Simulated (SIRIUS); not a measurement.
## CaSe under changes of volume

One of the cells (25.829 Å³/atom); the others are scaled copies at fixed shape and fractional positions:

```xyz
2
Lattice="0.0000 2.9560 2.9560 2.9560 0.0000 2.9560 2.9560 2.9560 0.0000" Properties=species:S:1:pos:R:3 pbc="T T T"
Se    2.9560    2.9560    2.9560
Ca    0.0000    0.0000    0.0000
```

```yaml
Program: SIRIUS 7.12.0
Functional: BLYP
Potentials_or_basis: all-electron FP-LAPW
Cutoff: 167 eV
Basis: apw+lo standard
k_mesh: 8 × 8 × 8
Occupations: fermi-dirac, width 0.05 eV
Spin: no spin polarisation
```

```tsv
volume (Å³/atom)	energy over the lowest point (meV/atom)	gap on the mesh (eV)
24.280	66.20	2.00
24.796	45.04	2.05
25.313	28.68	2.10
25.829	?	?
26.346	7.57	2.19
26.863	2.27	2.23
27.379	0.00	2.26
```

Q: What does the run at 25.829 Å³/atom give?

A: Energy over the lowest point 16.41 meV/atom; gap on the mesh 2.15 eV.

Worked out: A Birch-Murnaghan fit of order 3 (a polynomial in V^(-2/3)) to the other rows has its minimum at 27.55 Å³/atom, just outside them, with B0 = V·E''(V) = 43 GPa and B' = 4.5. It gives 16.25 meV/atom at 25.829 Å³/atom, against the run's 16.41. A straight line through the other rows of the gap, of slope 2.2 eV per unit of ln V, gives 2.14 eV, against the run's 2.15.

Energies are extrapolated to zero smearing.

A mesh can miss the band edges. Spin-orbit coupling on Se is left out.
